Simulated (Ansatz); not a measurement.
A run of Ansatz 0.2.0 is set up as follows.

input.yaml

```yaml
crystal:
  lattice:
    - [5.556395, 0.0, 0.0]
    - [0.0, 3.333597, 0.0]
    - [0.0, 0.0, 6.504995]
  atoms:
    - { symbol: Hf, position: [0.748682, 0.75, 0.607871] }
    - { symbol: Hf, position: [0.251318, 0.25, 0.392129] }
    - { symbol: Hf, position: [0.248682, 0.75, 0.892129] }
    - { symbol: Hf, position: [0.751318, 0.25, 0.107871] }
    - { symbol: O, position: [0.639499, 0.25, 0.4234] }
    - { symbol: O, position: [0.360501, 0.75, 0.5766] }
    - { symbol: O, position: [0.139499, 0.25, 0.0766] }
    - { symbol: O, position: [0.860501, 0.75, 0.9234] }
    - { symbol: O, position: [0.520794, 0.25, 0.841453] }
    - { symbol: O, position: [0.479206, 0.75, 0.158547] }
    - { symbol: O, position: [0.020794, 0.25, 0.658547] }
    - { symbol: O, position: [0.979206, 0.75, 0.341453] }
hamiltonian:
  xc: pbe
  pseudopotentials: { kind: paw }
kpoints:
  mp_grid: { grid: [5, 8, 4] }
scf:
  occupations: { method: fermi_dirac, width: 0.05 }
basis:
  ecutwfc: "250 eV"
output:
  forces: true
  stress: true
  eigenvalues: true
```

Potentials or basis: Ansatz PAW.

Run with:

```sh
$ ansatz run input.yaml --threads 4 --pin off --max-ram 11264MiB --backend cpu --events-out ev --progress --plain --runs-dir out
```

Q: Estimate the largest force.

A: 0.096 eV/Å.

Q: What does it give for the band gap on the k mesh?

A: 3.38 eV, direct.

Forces in eV/Å, atoms in the order of the input:
```
Hf   0.032  0.000  0.054
Hf  -0.032  0.000 -0.054
Hf   0.032  0.000 -0.054
Hf  -0.032  0.000  0.054
O    0.027  0.000  0.064
O   -0.027  0.000 -0.064
O    0.027  0.000 -0.064
O   -0.027  0.000  0.064
O    0.006  0.000 -0.096
O   -0.006  0.000  0.096
O    0.006  0.000  0.096
O   -0.006  0.000 -0.096
```

Caveat: odd divisions of the mesh miss points on the zone boundary, where band edges often lie, so the gap on the mesh can be too wide; spin-orbit coupling is left out, which moves the levels of the heavy elements; the cutoff lies under the one recommended for these potentials. A k mesh can miss the band edges.
